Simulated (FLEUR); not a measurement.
# SiC (Moissanite) under changes of volume

One of the cells (10.341 Å³/atom); the others are scaled copies at fixed shape and fractional positions:

```
Si C
1.0
     3.07600    0.00000    0.00000
    -1.53800    2.66389    0.00000
     0.00000    0.00000    5.04800
Si C
2 2
Cartesian
  1.5380 0.8880 2.5240
  0.0000 1.7759 0.0000
  1.5380 0.8880 4.4675
  0.0000 1.7759 1.9435
```

| Item | Value |
| --- | --- |
| Program | FLEUR MaX-R8.1 (later development tree) |
| Functional | PBEsol |
| Potentials or basis | all-electron |
| Basis | FLAPW |
| Kmax | 5.76 1/bohr |
| k mesh | 10 × 10 × 5 |
| Occupations | fermi-dirac, width 0.05 eV |
| Spin | no spin polarisation |

```tsv
volume (Å³/atom)	energy over the lowest point (meV/atom)	gap on the mesh (eV)
9.721	29.38	2.23
9.927	12.82	2.26
10.134	?	?
10.341	0.00	2.33
10.548	2.51	2.36
10.755	10.22	2.39
10.961	22.66	2.37
```

Question: What does the run at 10.134 Å³/atom give?

Answer: Energy over the lowest point 3.24 meV/atom; gap on the mesh 2.30 eV.

Worked out: A Birch-Murnaghan fit of order 3 (a polynomial in V^(-2/3)) to the other rows has its minimum at 10.35 Å³/atom with B0 = V·E''(V) = 222 GPa and B' = 3.9 at fixed shape and positions, which overstates the stiffness. It gives 3.23 meV/atom at 10.134 Å³/atom, against the run's 3.24. A parabola through the other rows of the gap, of slope 1.64 eV per unit of ln V there, gives 2.31 eV, against the run's 2.30.

Energies are extrapolated to zero smearing.

Caveats: an odd mesh through Γ misses points on the zone boundary, where band edges often lie.
